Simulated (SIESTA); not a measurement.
CsPbCl3:

```
Pb Cs Cl
1.0
     5.60500    0.00000    0.00000
     0.00000    5.60500    0.00000
     0.00000    0.00000    5.60500
Pb Cs Cl
1 1 3
Cartesian
  2.8025 2.8025 2.8025
  0.0000 0.0000 0.0000
  2.8025 0.0000 2.8025
  0.0000 2.8025 2.8025
  2.8025 2.8025 0.0000
```

* Program: SIESTA 5.4.2
* Task: relaxation of cell and atoms
* Functional: PBE
* Potentials or basis: PseudoDojo 0.4 standard (PBE files)
* Basis: TZP (energy shift 0.002 Ry; d shell added on Cs)
* Grid cutoff: 800 Ry
* Energy shift: 0.002 Ry
* k mesh: 5 × 5 × 5
* Occupations: fermi-dirac, width 0.05 eV
* Spin: no spin polarisation

At the start: pressure 2.0 GPa; volume 35.22 Å³/atom.

Q: How do energy, volume and symmetry change on relaxing?

A: Over 4 steps the energy falls by 16.2 meV/atom and the volume is 37.97 Å³/atom (+7.8 %); space group Pm-3m (No. 221, to 0.05 Å).

The path:
| step | energy change (eV) | largest force (eV/Å) | pressure (GPa) | volume (Å³) |
| --- | --- | --- | --- | --- |
| 1 | 0.0000 | 0.0000 | 2.03 | 176.09 |
| 2 | -0.0118 | 0.0000 | 1.85 | 177.06 |
| 3 | -0.0801 | 0.0000 | 0.18 | 188.28 |
| 4 | -0.0810 | 0.0000 | 0.00 | 189.84 |

Final structure:
```
CELL_PARAMETERS angstrom
5.74728 0.00000 0.00000
0.00000 5.74728 0.00000
0.00000 0.00000 5.74728
ATOMIC_POSITIONS crystal
Pb 0.50000 0.50000 0.50000
Cs 0.00000 0.00000 0.00000
Cl 0.50000 0.00000 0.50000
Cl 0.00000 0.50000 0.50000
Cl 0.50000 0.50000 0.00000
```

Caveat: semicore shells carry a single zeta, which can move pressures by several GPa and volumes by a few percent; the basis of atomic orbitals isn't converged, which shifts pressures, moduli and gaps.
